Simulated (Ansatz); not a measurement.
The system is SiNi.

```xyz
8
Lattice="5.1731 0.0000 0.0000 0.0000 3.3381 0.0000 0.0000 0.0000 5.6049" Properties=species:S:1:pos:R:3 pbc="T T T"
Ni    5.1328    2.5036    4.5539
Ni    2.6268    0.8345    1.7514
Ni    2.5463    2.5036    3.8535
Ni    0.0403    0.8345    1.0510
Si    3.5111    0.8345    5.1425
Si    4.2486    2.5036    2.3400
Si    0.9245    0.8345    3.2649
Si    1.6620    2.5036    0.4624
```

- Program: Ansatz 0.2.0
- Task: relaxation of cell and atoms
- Functional: PBE
- Potentials or basis: Ansatz PAW
- Cutoff: 420 eV (not typed: the program's choice for these potentials)
- k mesh: 5 × 8 × 5
- Occupations: fermi-dirac, width 0.05 eV
- Spin: collinear spin, ferromagnetic start
- Starting moments: [1.0, 1.0, 1.0, 1.0, 0.0, 0.0, 0.0, 0.0] μB

At the start: volume 12.10 Å³/atom.

Question: How do energy, volume and symmetry change on relaxing?

Answer: It ends after 6 steps and the volume is 12.22 Å³/atom (+1.0 %); space group Pnma (No. 62, to 0.05 Å); moment 0.00 μB per cell.

The path:
```csv
step,energy change (eV),largest force (eV/Å),volume (Å³)
1,0.0000,0.0530,96.79
2,-0.0167,0.0444,97.33
3,-0.0208,0.0232,97.78
4,-0.0210,0.0116,97.75
5,-0.0210,0.0012,97.73
6,-0.0213,0.0011,97.73
```

Final structure:
```yaml
crystal:
  lattice:
    - [5.12770, 0.00000, 0.00000]
    - [0.00000, 3.40143, 0.00000]
    - [0.00000, 0.00000, 5.60354]
  atoms:
    - { symbol: Ni, position: [0.99143, 0.75000, 0.81133] }
    - { symbol: Ni, position: [0.50857, 0.25000, 0.31133] }
    - { symbol: Ni, position: [0.49143, 0.75000, 0.68867] }
    - { symbol: Ni, position: [0.00857, 0.25000, 0.18867] }
    - { symbol: Si, position: [0.67894, 0.25000, 0.91405] }
    - { symbol: Si, position: [0.82106, 0.75000, 0.41405] }
    - { symbol: Si, position: [0.17894, 0.25000, 0.58595] }
    - { symbol: Si, position: [0.32106, 0.75000, 0.08595] }
```

The cell as given is a measured one (12.10 Å³/atom); PBE puts the equilibrium volume +1.0 % from it, thermal expansion not counted.

Caveat: the plane-wave basis is chosen anew once the cell has moved, so the energies of steps on either side of that aren't comparable; the starting moments weren't kept.
